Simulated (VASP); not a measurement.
```xyz
2
Lattice="0.0000 3.0460 3.0460 3.0460 0.0000 3.0460 3.0460 3.0460 0.0000" Properties=species:S:1:pos:R:3 pbc="T T T"
Al     0.0000     0.0000     0.0000
Sb     1.5230     1.5230     1.5230
```

These are PBE GGA with D4 dispersion, VASP's PBE PAW potentials (set 64) (plane waves; VASP) values and carry that method's errors. Numerical set-up: 520 eV cut-off, 8×8×8 Γ-centred mesh, Gaussian smearing of 0.050 eV, potentials Al Sb.

Task: Give the stress tensor in GPa (positive for a compressed cell).

Result: 
```
1.80  0.00  0.00
0.00  1.80  0.00
0.00  0.00  1.80
```
The pressure is its mean diagonal, 1.80 GPa.

The compound is AlSb in the zinc blende structure. This cell is one point of a volume scan, at 0.97 of the reference volume.
